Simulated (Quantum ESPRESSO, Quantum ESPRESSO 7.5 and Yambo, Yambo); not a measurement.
# A GW chain in Yambo: AlN (P6_3mc)

How does a plane-wave GW calculation on AlN (P6_3mc) run from the first input to the gap?

Main program and level: Quantum ESPRESSO 7.5 and Yambo 5.3.0; PBE and many-body steps on it, plane waves.

Report form: the programs' logs are mostly left out.

The database entry behind the starting cell differs from later determinations by our own check (inner coordinate u about 0.002 short), so it need not match the best structure at ambient conditions.

### Step 1. Starting point

It takes space group P6_3mc (No. 186, hexagonal). The conventional cell has a = 3.113 Å, b = 3.113 Å, c = 4.981 Å, α = 90.00°, β = 90.00°, γ = 120.00°. Nearest to Al lie 4 N at 1.89 Å. N has 4 Al at 1.89 Å nearest. Farther neighbours and most contacts between anions are not listed.

The cell and positions come from the Crystallography Open Database and are kept as given unless a step says otherwise.

### Step 2. Ground state

This step: Quantum ESPRESSO 7.5; DFT, PBE, plane waves, norm-conserving pseudopotentials.

The ground-state density comes first.

File pw.in:

```
&control
  calculation = 'scf'
  prefix = 'x'
  outdir = 'o'
  pseudo_dir = 'pseudo'
/
&system
  ibrav = 0
  nat = 4
  ntyp = 2
  ecutwfc = 72.0
  nbnd = 14
  force_symmorphic = .true.
/
&electrons
  conv_thr = 1e-10
  electron_maxstep = 80
  mixing_beta = 0.5
/
ATOMIC_SPECIES
  Al 26.982 Al.upf
  N 14.007 N.upf
CELL_PARAMETERS angstrom
  3.1130000000 -0.0000000000 0.0000000000
  -1.5565000000 2.6959370820 0.0000000000
  0.0000000000 0.0000000000 4.9810000000
ATOMIC_POSITIONS crystal
  Al 0.3333333333 0.6666666667 0.0000000000
  Al 0.6666666667 0.3333333333 0.5000000000
  N 0.3333333333 0.6666666667 0.3800000000
  N 0.6666666667 0.3333333333 0.8800000000
K_POINTS automatic
  6 6 4 0 0 0
```

On the command line:

```console
$ OMP_NUM_THREADS=1 mpirun -n 8 pw.x -nk 8 -in pw.in > pw.out
```

It took 3.9 s on 8 MPI ranks of Arm Neoverse V1, shared host; peak memory 0.45 GiB; 29 s of CPU time.

This step gave:

```yaml
total_energy: -696.2909 eV
gap: 4.220 eV
k_of_the_valence_top: 0, 0, 0
k_of_the_conduction_bottom: 0, 0, 0
least_direct_gap: 4.220 eV
```

The gap is direct, at Γ.

### Step 3. Bands along the symmetry lines

The cheap functional maps the bands first; the places of the edges decide which points the dearer methods must see.

File pw.in:

```
&control
  calculation = 'bands'
  prefix = 'x'
  outdir = 'o'
  pseudo_dir = 'pseudo'
/
&system
  ibrav = 0
  nat = 4
  ntyp = 2
  ecutwfc = 72.0
  nbnd = 14
  force_symmorphic = .true.
/
&electrons
  conv_thr = 1e-9
  electron_maxstep = 80
  diago_full_acc = .true.
  diago_thr_init = 5e-6
/
ATOMIC_SPECIES
  Al 26.982 Al.upf
  N 14.007 N.upf
CELL_PARAMETERS angstrom
  3.1130000000 -0.0000000000 0.0000000000
  -1.5565000000 2.6959370820 0.0000000000
  0.0000000000 0.0000000000 4.9810000000
ATOMIC_POSITIONS crystal
  Al 0.3333333333 0.6666666667 0.0000000000
  Al 0.6666666667 0.3333333333 0.5000000000
  N 0.3333333333 0.6666666667 0.3800000000
  N 0.6666666667 0.3333333333 0.8800000000
K_POINTS crystal
  75
  0.00000000 0.00000000 0.00000000 1
  0.06250000 0.00000000 0.00000000 1
  0.12500000 0.00000000 0.00000000 1
  0.18750000 0.00000000 0.00000000 1
  0.25000000 0.00000000 0.00000000 1
  0.31250000 0.00000000 0.00000000 1
  0.37500000 0.00000000 0.00000000 1
  0.43750000 0.00000000 0.00000000 1
  0.50000000 0.00000000 0.00000000 1
  0.47916667 0.04166667 0.00000000 1
  0.45833333 0.08333333 0.00000000 1
  0.43750000 0.12500000 0.00000000 1
  0.41666666 0.16666666 0.00000000 1
  0.39583333 0.20833333 0.00000000 1
  0.37500000 0.25000000 0.00000000 1
  0.35416666 0.29166666 0.00000000 1
  0.33333333 0.33333333 0.00000000 1
  0.29166666 0.29166666 0.00000000 1
  0.25000000 0.25000000 0.00000000 1
  0.20833333 0.20833333 0.00000000 1
  0.16666666 0.16666666 0.00000000 1
  0.12500000 0.12500000 0.00000000 1
  0.08333333 0.08333333 0.00000000 1
  0.04166667 0.04166667 0.00000000 1
  0.00000000 0.00000000 0.00000000 1
  0.00000000 0.00000000 0.06250000 1
  0.00000000 0.00000000 0.12500000 1
  0.00000000 0.00000000 0.18750000 1
  0.00000000 0.00000000 0.25000000 1
  0.00000000 0.00000000 0.31250000 1
  0.00000000 0.00000000 0.37500000 1
  0.00000000 0.00000000 0.43750000 1
  0.00000000 0.00000000 0.50000000 1
  0.06250000 0.00000000 0.50000000 1
  0.12500000 0.00000000 0.50000000 1
  0.18750000 0.00000000 0.50000000 1
  0.25000000 0.00000000 0.50000000 1
  0.31250000 0.00000000 0.50000000 1
  0.37500000 0.00000000 0.50000000 1
  0.43750000 0.00000000 0.50000000 1
  0.50000000 0.00000000 0.50000000 1
  0.47916667 0.04166667 0.50000000 1
  0.45833333 0.08333333 0.50000000 1
  0.43750000 0.12500000 0.50000000 1
  0.41666666 0.16666666 0.50000000 1
  0.39583333 0.20833333 0.50000000 1
  0.37500000 0.25000000 0.50000000 1
  0.35416666 0.29166666 0.50000000 1
  0.33333333 0.33333333 0.50000000 1
  0.29166666 0.29166666 0.50000000 1
  0.25000000 0.25000000 0.50000000 1
  0.20833333 0.20833333 0.50000000 1
  0.16666666 0.16666666 0.50000000 1
  0.12500000 0.12500000 0.50000000 1
  0.08333333 0.08333333 0.50000000 1
  0.04166667 0.04166667 0.50000000 1
  0.00000000 0.00000000 0.50000000 1
  0.50000000 0.00000000 0.50000000 1
  0.50000000 0.00000000 0.43750000 1
  0.50000000 0.00000000 0.37500000 1
  0.50000000 0.00000000 0.31250000 1
  0.50000000 0.00000000 0.25000000 1
  0.50000000 0.00000000 0.18750000 1
  0.50000000 0.00000000 0.12500000 1
  0.50000000 0.00000000 0.06250000 1
  0.50000000 0.00000000 0.00000000 1
  0.33333333 0.33333333 0.50000000 1
  0.33333333 0.33333333 0.43750000 1
  0.33333333 0.33333333 0.37500000 1
  0.33333333 0.33333333 0.31250000 1
  0.33333333 0.33333333 0.25000000 1
  0.33333333 0.33333333 0.18750000 1
  0.33333333 0.33333333 0.12500000 1
  0.33333333 0.33333333 0.06250000 1
  0.33333333 0.33333333 0.00000000 1
```

Wall time 3.2 s (8 MPI ranks); peak memory 0.39 GiB; 24 s of CPU time.

Numbers from this step:

* gap: 4.221 eV
* k of the valence top: 0, 0, 0
* k of the conduction bottom: 0, 0, 0
* least direct gap: 4.221 eV

The gap is 4.221 eV, as in the run before at this level.

The electronic bands at the labelled points (eV, zero at the top of the highest filled band; v1 is the highest filled band, c1 the lowest empty one):

```
    point     v4     v3     v2     v1    c1    c2     c3     c4
        Γ  -0.83  -0.18  -0.18   0.00  4.22  6.68  10.59  11.19
  halfway  -2.43  -1.54  -0.44  -0.38  6.21  7.63   8.10  10.04
        M  -3.33  -2.06  -1.77  -0.66  5.83  5.84   8.21  10.30
  halfway  -3.08  -2.97  -1.86  -1.49  5.54  7.17   8.88  10.08
        K  -3.75  -2.42  -2.37  -2.37  5.07  8.38   9.70   9.70
  halfway  -3.35  -1.67  -0.86  -0.59  6.85  7.48   8.57   9.14
        Γ  -0.83  -0.18  -0.18   0.00  4.22  6.68  10.59  11.19
  halfway  -0.74  -0.74  -0.28  -0.28  5.17  6.79  10.27  11.16
        A  -0.51  -0.51  -0.51  -0.51  6.47  6.47  10.35  10.35
  halfway  -1.58  -1.58  -1.01  -1.01  6.55  6.55   9.52   9.52
        L  -1.44  -1.44  -1.35  -1.35  5.34  5.34   9.32   9.32
  halfway  -2.72  -2.72  -0.92  -0.92  6.19  6.19   9.25   9.25
        H  -3.83  -3.83  -0.78  -0.78  7.44  7.44   7.88   7.88
  halfway  -1.80  -1.80  -1.20  -1.20  6.74  6.74   9.49   9.49
        A  -0.51  -0.51  -0.51  -0.51  6.47  6.47  10.35  10.35
jump to L  -1.44  -1.44  -1.35  -1.35  5.34  5.34   9.32   9.32
  halfway  -2.55  -1.89  -1.19  -0.91  5.09  5.93   9.37   9.47
        M  -3.33  -2.06  -1.77  -0.66  5.83  5.84   8.21  10.30
jump to H  -3.83  -3.83  -0.78  -0.78  7.44  7.44   7.88   7.88
  halfway  -4.41  -2.91  -1.46  -1.46  5.91  8.23   8.70   8.70
        K  -3.75  -2.42  -2.37  -2.37  5.07  8.38   9.70   9.70
```

### Step 4. Empty states on the mesh, 3×3×4 mesh, 69 bands

The sums over transitions need many empty states on a uniform mesh; this step solves for them.

File pw.in:

```
&control
  calculation = 'nscf'
  prefix = 'x'
  outdir = 'o'
  pseudo_dir = 'pseudo'
/
&system
  ibrav = 0
  nat = 4
  ntyp = 2
  ecutwfc = 72.0
  nbnd = 69
  force_symmorphic = .true.
/
&electrons
  conv_thr = 1e-9
  electron_maxstep = 80
  diago_full_acc = .true.
  diago_thr_init = 5e-6
/
ATOMIC_SPECIES
  Al 26.982 Al.upf
  N 14.007 N.upf
CELL_PARAMETERS angstrom
  3.1130000000 -0.0000000000 0.0000000000
  -1.5565000000 2.6959370820 0.0000000000
  0.0000000000 0.0000000000 4.9810000000
ATOMIC_POSITIONS crystal
  Al 0.3333333333 0.6666666667 0.0000000000
  Al 0.6666666667 0.3333333333 0.5000000000
  N 0.3333333333 0.6666666667 0.3800000000
  N 0.6666666667 0.3333333333 0.8800000000
K_POINTS automatic
  3 3 4 0 0 0
```

On the command line:

```console
$ OMP_NUM_THREADS=1 mpirun -n 8 pw.x -nk 4 -in pw.in > pw.out
```

Wall time 3 s (8 MPI ranks); peak memory 0.41 GiB.

This step gave:

| Property | Result |
| --- | --- |
| gap | 4.221 eV |
| k of the valence top | 0, 0, 0 |
| k of the conduction bottom | 0, 0, 0 |
| least direct gap | 4.221 eV |
| k points computed | 10 |
| lowest point of the top converged band, above the valence top | 63.2687 eV |

On this mesh the gap is 4.221 eV.

### Step 5. Conversion and set-up

This step: Yambo 5.3.0; conversion and set-up on PBE, plane waves, norm-conserving pseudopotentials.

The states are converted to the many-body program's format and the q mesh is built.

On the command line:

```console
$ (cd o/x.save; p2y > p2y.log; mv SAVE ../..); yambo > setup.log
```

Elapsed: 2.2 s, on 1 MPI rank; peak memory 0.23 GiB.

### Step 6. Screening and self-energy, 3×3×4 mesh, 69 bands, screening to 129.3 eV

Now the one-shot GW correction: screening in the RPA, then the self-energy of the levels asked for.

This step: G0W0 on PBE, plane waves, norm-conserving pseudopotentials.

File gw1.in:

```
HF_and_locXC
gw0
dyson
ppa
em1d
rim_cut
RandQpts= 1000000
RandGvec= 1 RL
EXXRLvcs= 72 Ry
VXCRLvcs= 288 Ry
Chimod= "HARTREE"
% BndsRnXp
 1 | 69 |
%
NGsBlkXp= 9.5 Ry
% LongDrXp
 1 | 1 | 1 |
%
% GbndRnge
 1 | 69 |
%
DysSolver= "n"
ExtendOut
PPAPntXp= 27.21138 eV
% QPkrange
 1 | 1 | 7 | 10 |
%
```

On the command line:

```console
$ OMP_NUM_THREADS=1 mpirun -n 8 yambo -F gw1.in -J gw1 -C gw1 > gw1.log
```

The job ended after 11 s (8 MPI ranks; peak memory 2.5 GiB; 74 s of CPU time).

Numbers from this step:

```yaml
g0w0_gap_on_the_points_computed: 5.458 eV
starting_gap_on_the_mesh: 4.221 eV
k_of_the_valence_top: 0, 0, 0
k_of_the_conduction_bottom: 0, 0, 0
least_direct_g0w0_gap_on_the_computed_points: 5.458 eV
z_at_the_valence_top: 0.7973
z_at_the_conduction_bottom: 0.8222
```

The gap on the mesh goes from 4.22 eV to 5.46 eV, a correction of +1.24 eV.

Limits: finite bands, cutoff and mesh; coarse k mesh. v1 is the top filled band, c1 the lowest empty one. Levels before and after the correction, in eV, zero at the valence-band top of each column:

```
           conduction bottom  valence top
Kohn-Sham               4.22         0.00
     G0W0               5.46         0.00
```

```
           level  energy (eV)
Kohn-Sham   Γ v2       -0.180
Kohn-Sham   Γ v1        0.000
Kohn-Sham   Γ c1        4.221
Kohn-Sham   Γ c2        6.676
     G0W0   Γ v2       -0.269
     G0W0   Γ v1        0.000
     G0W0   Γ c1        5.458
     G0W0   Γ c2        7.928
```

### Step 7. Where the time went

Times are wall times on the hardware named with each run, good to a factor of about two.

```
                          step   time  share  memory (GiB)
                  ground state  3.9 s   17 %          0.45
bands along the symmetry lines  3.2 s   14 %          0.39
      empty states on the mesh    3 s   13 %          0.41
         conversion and set-up  2.2 s    9 %          0.23
     screening and self-energy   11 s   46 %           2.5
```

### Step 8. Results

```
PBE gap              : 4.22 eV, direct
G0W0 gap on the mesh : 5.46 eV
GW settings          : 3×3×4 mesh, 69 bands, screening to 129.3 eV, Godby-Needs plasmon pole
known limits         : not at the basis limit; coarse k mesh
```

G0W0 moves the gap on the mesh from 4.22 eV to 5.46 eV (+1.24 eV), with Z of 0.80 and 0.82 at the edges. Only 1 of the mesh's irreducible points was corrected, so a valley elsewhere could overtake. The dearest step here is «screening and self-energy». Bands and cutoff are finite, so the gap is not at the basis limit. The miss can reach some tenths of an eV and take either sign; the mesh is an error of its own. In the G0W0 run levels were corrected at 1 k point alone, so a gap called «on the mesh» is the least over those, and an edge elsewhere would be missed. The 3×3×4 mesh is coarse for this cell, which bears on the long-range parts of exchange and screening.

[Paths, hosts, dates, memory and timing lines, banners, echoed tables and standing remarks are left out of the program output.]

[Logs are printed without paths, hosts, clocks, repeated set-up lines and the standing remarks that a program may print on its own settings, such as how far it seeks lower states.]

[Runs of the session that timed out or met a known fault of the program may be left out.]

[Hosts, paths, dates, database ids (printed as entryN), source tags and the programs' standing remarks are cut or masked in the printed files.]
